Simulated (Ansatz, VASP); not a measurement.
# One calculation of KI, two programs

INCAR

```
PREC = Accurate
ENCUT = 520
EDIFF = 1E-6
ISMEAR = 0
SIGMA = 0.05
LREAL = F
LASPH = T
NELM = 100
ALGO = Normal
ISIF = 2
LWAVE = F
LCHARG = F
GGA = PE
NBANDS = 15
```

The input KPOINTS:

```
regular mesh
0
Gamma
  6 6 6
```

Contents of POSCAR:

```
KI
1.0
    0.0000000000      3.6655320000      3.3835680000
    3.6655320000      0.0000000000      3.3835680000
    3.6655320000      3.6655320000      0.0000000000
K I
1 1
Direct
    0.0000000000      0.0000000000      0.0000000000
    0.5000000000      0.5000000000      0.5000000000
```

Input for Ansatz:

```yaml
crystal:
  lattice:
    - [0.0, 3.665532, 3.383568]
    - [3.665532, 0.0, 3.383568]
    - [3.665532, 3.665532, 0.0]
  atoms:
    - { symbol: K, position: [0.0, 0.0, 0.0] }
    - { symbol: I, position: [0.5, 0.5, 0.5] }
basis:
  ecutwfc: 420
kpoints:
  mp_grid: { grid: [6, 6, 6] }
hamiltonian:
  xc: pbe
scf:
  occupations: { method: gaussian, width: 0.05 }
output:
  forces: true
  stress: true
  eigenvalues: true
```

Change from the starting cell: strain +0.040 along x and y, -0.040 along z, atoms carried along.

Alike in both runs: task single point; functional PBE; k mesh 6 × 6 × 6; occupations gaussian, width 0.05 eV; no spin polarisation.

|  | VASP | Ansatz |
| --- | --- | --- |
| version | VASP 6.6.1 | Ansatz 0.2.0 |
| potentials or method | VASP PAW PBE potentials, release 64 (K_sv, I) | scalar-relativistic, plane waves, PAW |
| plane-wave cutoff (eV) | 520 | 420 |
| valence electrons in the cell | 16 | 26 |

Ansatz gave:

```
gap on the k mesh at the Fermi level (eV)       : 3.88
least direct gap on the mesh (eV)               : 3.88
pressure (GPa)                                  : 0.4
largest component of the traceless stress (GPa) : 1.44
```

Estimate VASP's values.

gap on the k mesh at the Fermi level (eV): 3.88; least direct gap on the mesh (eV): 3.88; pressure (GPa): 0.5; largest component of the traceless stress (GPa): 1.46.

The functional is the same, so the differences come from potentials, cutoffs and numerics. The two sets of potentials don't hold the same shells in valence.

Caveats: spin-orbit coupling is left out, which moves the levels of the heavy elements.
